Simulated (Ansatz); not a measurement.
Ag under changes of volume

One of the cells (17.048 Å³/atom); the others are scaled copies at fixed shape and fractional positions:

```
CELL_PARAMETERS angstrom
0.00000 2.04275 2.04275
2.04275 0.00000 2.04275
2.04275 2.04275 0.00000
ATOMIC_POSITIONS crystal
Ag 0.00000 0.00000 0.00000
```

* Program: Ansatz 0.2.0
* Functional: LDA
* Potentials or basis: JTH PAW LDA
* Cutoff: 1380 eV
* Density cutoff: 6900 eV
* k mesh: 11 × 11 × 11
* Occupations: fermi-dirac, width 0.05 eV
* Spin: no spin polarisation

```csv
volume (Å³/atom),energy over the lowest point (meV/atom),pressure (GPa)
16.025,0.00,-0.3
16.366,3.78,-3.1
16.707,?,?
17.048,26.99,-7.5
17.389,44.98,-9.2
17.730,66.40,-10.7
18.071,90.68,-12.0
```

What does the run at 16.707 Å³/atom give?

Energy over the lowest point 13.02 meV/atom; pressure -5.4 GPa.

Worked out: A Birch-Murnaghan fit of order 3 (a polynomial in V^(-2/3)) to the other rows has its minimum at 15.99 Å³/atom, just outside them, with B0 = V·E''(V) = 143 GPa and B' = 6.1. It gives 13.03 meV/atom at 16.707 Å³/atom, against the run's 13.02, and -dE/dV = -5.5 GPa, against -5.4.

Energies are extrapolated to zero smearing.
